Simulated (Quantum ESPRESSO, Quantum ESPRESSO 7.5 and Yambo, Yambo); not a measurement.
**GaN (honeycomb monolayer): bands and cutoff in G0W0 with Yambo**

What does each rung of G0W0 on GaN (honeycomb monolayer) cost, and what does it buy?

Calculated with Quantum ESPRESSO 7.5 and Yambo 5.3.0; PBE and many-body steps on it, plane waves.

This is a report of a sequence of runs, with most program output left out.

## 1. Set-up

The cell holds 2 atoms: 1 Ga and 1 N. Cell: a = 3.213 Å, b = 3.213 Å, c = 14.000 Å, α = 90.0°, β = 90.0°, γ = 120.0°. Vacuum lies along c.

The structure was relaxed with PBE. The runs that relaxed it are not among those shown.

## 2. Empty states on the mesh, 9×9×1 mesh, 175 bands

This step: Quantum ESPRESSO 7.5; DFT, PBE, plane waves, norm-conserving pseudopotentials.

The sums over transitions need many empty states on a uniform mesh; this step solves for them.

pw.in

```
&control
  calculation = 'nscf'
  prefix = 'x'
  outdir = 'o'
  pseudo_dir = 'pseudo'
/
&system
  ibrav = 0
  nat = 2
  ntyp = 2
  ecutwfc = 72.0
  nbnd = 175
  force_symmorphic = .true.
/
&electrons
  conv_thr = 1e-9
  electron_maxstep = 80
  diago_full_acc = .true.
  diago_thr_init = 5e-6
/
ATOMIC_SPECIES
  Ga 69.723 Ga.upf
  N 14.007 N.upf
CELL_PARAMETERS angstrom
  3.2128946041 -0.0000000000 0.0000000000
  -1.6064473020 2.7824483469 0.0000000000
  0.0000000000 0.0000000000 14.0000000000
ATOMIC_POSITIONS crystal
  Ga 0.3333333333 0.6666666667 0.5000398335
  N 0.6666666667 0.3333333333 0.4999601665
K_POINTS automatic
  9 9 1 0 0 0
```

Run with:

```
> OMP_NUM_THREADS=1 mpirun -n 4 pw.x -nk 4 -in pw.in > pw.out
```

It took 44 s on 4 MPI ranks of Arm Neoverse V1, shared host; peak memory 0.74 GiB; 2.9 min of CPU time.

Numbers from this step:

```yaml
gap: 2.174 eV
k_of_the_valence_top: 0.3333, 0.3333, 0
k_of_the_conduction_bottom: 0, 0, 0
least_direct_gap: 2.507 eV
k_points_computed: 12
lowest_point_of_the_top_converged_band_above_the_valence_top: 70.5696 eV
```

On this mesh the gap is 2.174 eV.

The density comes from a self-consistent run that is not shown.

## 3. Conversion and set-up

This step: Yambo 5.3.0; conversion and set-up on PBE, plane waves, norm-conserving pseudopotentials.

The states are converted to the many-body program's format and the q mesh is built.

Run with:

```
> (cd o/x.save; p2y > p2y.log; mv SAVE ../..); yambo > setup.log
```

Run time: 2.8 s. Hardware: 1 MPI rank; peak memory 0.25 GiB.

## 4. 43 bands, 95.2 eV

G0W0 replaces the xc potential by the self-energy, built once from these orbitals. Only a window of levels is corrected, while the sums run over the empty bands that the input names.

This step: G0W0 on PBE, plane waves, norm-conserving pseudopotentials.

gw1.in

```
HF_and_locXC
gw0
dyson
ppa
em1d
rim_cut
rim_w
RandQpts= 3000000
RandGvec= 100 RL
CUTGeo= "slab z"
RandGvecW= 9 RL
EXXRLvcs= 72 Ry
VXCRLvcs= 288 Ry
Chimod= "HARTREE"
% BndsRnXp
 1 | 43 |
%
NGsBlkXp= 7 Ry
% LongDrXp
 1 | 1 | 0 |
%
% GbndRnge
 1 | 43 |
%
DysSolver= "n"
ExtendOut
PPAPntXp= 27.21138 eV
% QPkrange
 12 | 12 | 8 | 11 |
 1 | 1 | 8 | 11 |
%
```

Run with:

```
> OMP_NUM_THREADS=1 mpirun -n 4 yambo -F gw1.in -J gw1 -C gw1 > gw1.log
```

It took 2.3 min on 4 MPI ranks; peak memory 2.1 GiB.

This step gave:

```
G0W0 gap on the points computed              : 3.877 eV
starting gap on the mesh                     : 2.174 eV
k of the valence top                         : 0.3333, 0.3333, 0
k of the conduction bottom                   : 0, 0, 0
least direct G0W0 gap on the computed points : 3.896 eV
Z at the valence top                         : 0.7732
Z at the conduction bottom                   : 0.8323
```

The gap on the mesh goes from 2.17 eV to 3.88 eV, a correction of +1.70 eV.

## 5. 86 bands, 129.3 eV

gw2.in, as its differences from gw1.in of step 4:

```diff
@@ -15,5 +15,5 @@
 % BndsRnXp
- 1 | 43 |
+ 1 | 86 |
 %
-NGsBlkXp= 7 Ry
+NGsBlkXp= 9.5 Ry
 % LongDrXp
@@ -22,3 +22,3 @@
 % GbndRnge
- 1 | 43 |
+ 1 | 86 |
 %
```

Run with:

```
> OMP_NUM_THREADS=1 mpirun -n 4 yambo -F gw2.in -J gw2 -C gw2 > gw2.log
```

Elapsed: 6.9 min, on 4 MPI ranks; peak memory 2.2 GiB.

This step gave:

```yaml
g0w0_gap_on_the_points_computed: 3.903 eV
starting_gap_on_the_mesh: 2.174 eV
k_of_the_valence_top: 0.3333, 0.3333, 0
k_of_the_conduction_bottom: 0, 0, 0
least_direct_g0w0_gap_on_the_computed_points: 3.920 eV
z_at_the_valence_top: 0.7742
z_at_the_conduction_bottom: 0.8316
```

Against G0W0 in Yambo (9×9×1 mesh, 43 bands, screening to 95.2 eV, Godby-Needs plasmon pole), the gap moves by +0.027 eV.

## 6. 175 bands, 163.3 eV

gw3.in, as its differences from gw2.in of step 5:

```diff
@@ -15,5 +15,5 @@
 % BndsRnXp
- 1 | 86 |
+ 1 | 175 |
 %
-NGsBlkXp= 9.5 Ry
+NGsBlkXp= 12 Ry
 % LongDrXp
@@ -22,3 +22,3 @@
 % GbndRnge
- 1 | 86 |
+ 1 | 175 |
 %
```

Run with:

```
> OMP_NUM_THREADS=1 mpirun -n 4 yambo -F gw3.in -J gw3 -C gw3 > gw3.log
```

The job ended after 23 min (4 MPI ranks; peak memory 2.7 GiB).

This step gave:

```yaml
g0w0_gap_on_the_points_computed: 3.968 eV
starting_gap_on_the_mesh: 2.174 eV
k_of_the_valence_top: 0.3333, 0.3333, 0
k_of_the_conduction_bottom: 0, 0, 0
least_direct_g0w0_gap_on_the_computed_points: 3.986 eV
```

Against G0W0 in Yambo (9×9×1 mesh, 86 bands, screening to 129.3 eV, Godby-Needs plasmon pole), the gap moves by +0.065 eV.

## 7. Side by side

Times are wall times on 4 MPI ranks of Arm Neoverse V1, shared host, good to a factor of about two.

| run | mesh | bands | screening cutoff (eV) | DFT gap (eV) | gap on the mesh (eV) | direct (eV) | time |
| --- | --- | --- | --- | --- | --- | --- | --- |
| 43 bands, 95.2 eV | 9×9×1 | 43 | 95.2 | 2.174 | 3.877 | 3.896 | 2.3 min |
| 86 bands, 129.3 eV | 9×9×1 | 86 | 129.3 | 2.174 | 3.903 | 3.920 | 6.9 min |
| 175 bands, 163.3 eV | 9×9×1 | 175 | 163.3 | 2.174 | 3.968 | 3.986 | 23 min |

## 8. Summary of results

```yaml
43_bands_95p2_ev: 3.877 eV
86_bands_129p3_ev: 3.903 eV
175_bands_163p3_ev: 3.968 eV
known_limits: not at the basis limit; exchange with frozen shells missing; no spin-orbit coupling
```

What this shows: From the first rung to the last the gap moves by +0.09 eV for 10.0 times the time. The steps are not yet shrinking, so no limit is drawn. In the G0W0 runs levels were corrected at 2 k points alone, so a gap called «on the mesh» is the least over those, and an edge elsewhere would be missed. The norm-conserving file of at least one element keeps a d shell over frozen s and p shells of the same row. Exchange with those shells is missing from the self-energy, an error of 0.3 to 0.9 eV in cases checked, whose sign depends on which edge lies on those atoms. The many-body steps are scalar-relativistic: spin-orbit coupling is not in them.

[Paths, hosts, dates, memory and timing lines, banners, echoed tables and standing remarks are left out of the program output.]

[Logs are printed without paths, hosts, clocks, repeated set-up lines and the standing remarks that a program may print on its own settings, such as how far it seeks lower states.]

[Runs of the session that timed out or met a known fault of the program may be left out.]

[Hosts, paths, dates, database ids (printed as entryN), source tags and the programs' standing remarks are cut or masked in the printed files.]
